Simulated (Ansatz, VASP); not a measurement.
Two plane-wave programs on Rh

```xyz
2
Lattice="2.7491 0.0000 0.0000 -1.3745 2.3808 0.0000 0.0000 0.0000 4.4578" Properties=species:S:1:pos:R:3 pbc="T T T"
Rh    0.0000    1.5872    1.1145
Rh    1.3745    0.7936    3.3434
```

This isn't the form of Rh at room conditions, which is fcc.

Alike in both runs: task single point; functional r2SCAN; k mesh 11 × 11 × 6; occupations fermi-dirac, width 0.05 eV; no spin polarisation.

|  | VASP | Ansatz |
| --- | --- | --- |
| version | VASP 6.6.1 | Ansatz 0.2.0 |
| potentials or method | VASP PAW PBE potentials, release 64 (Rh_pv) | Ansatz PAW |
| plane-wave cutoff (eV) | 520 | 500 |
| valence electrons in the cell | 30 | 34 |

Ansatz gave:

| Quantity | Value |
| --- | --- |
| gap on the k mesh at the Fermi level (eV) | none |
| pressure (GPa) | -13.9 |
| largest component of the traceless stress (GPa) | 1.04 |

Task: What did VASP give for the same quantities?

Result: gap on the k mesh at the Fermi level (eV): none; pressure (GPa): -13.0; largest component of the traceless stress (GPa): 1.02.

A gap of «none» marks a metal or a gap that the smearing closes. The two sets of potentials don't hold the same shells in valence.

Caveats: the PAW data sets were made with another functional, which shifts forces and pressure a little (VASP); the PAW data sets come from PBE, with cores solved anew for the run's functional, which leaves a small shift of forces and pressure (Ansatz).
